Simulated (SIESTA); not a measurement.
C in SIESTA: the effect of functional

The system is C, a slab with vacuum.

```
C
1.0
     2.45610    0.00000    0.00000
    -1.22805    2.12706    0.00000
     0.00000    0.00000   22.17327
C
6
Cartesian
  1.2280 0.3547 7.5000
  1.2280 1.7724 7.5000
  0.0000 0.3547 11.1316
  0.0000 1.7724 11.1316
  1.2280 0.3547 14.6733
  1.2280 1.7724 14.6733
```

The slab is cut from a database's or a generator's crystal, which needn't be the stable form of the element.

Alike in all runs:

| Property | Result |
| --- | --- |
| Program | SIESTA 5.4.2 |
| Task | single point |
| Basis | DZP (energy shift 0.003 Ry) |
| Grid cutoff | 500 Ry |
| Energy shift | 0.003 Ry |
| k mesh | 12 × 12 × 1 |
| Occupations | fermi-dirac, width 0.05 eV |
| Spin | no spin polarisation |

```tsv
functional	potentials or basis	work function (eV)
LDA	PseudoDojo 0.4 standard (LDA files)	?
PBEsol	PseudoDojo 0.4 standard (PBEsol files)	4.25
AM05	PseudoDojo 0.4 standard (PBEsol files)	4.20
WC	PseudoDojo 0.4 standard (PBEsol files)	4.23
PW91	PseudoDojo 0.4 standard (PBE files)	4.22
revPBE	PseudoDojo 0.4 standard (PBE files)	4.09
RPBE	PseudoDojo 0.4 standard (PBE files)	4.08
BLYP	PseudoDojo 0.4 standard (PBE files)	3.81
```

What does the run with functional LDA give?

Work function 4.47 eV.

Runs at the PBE level aren't shown here.
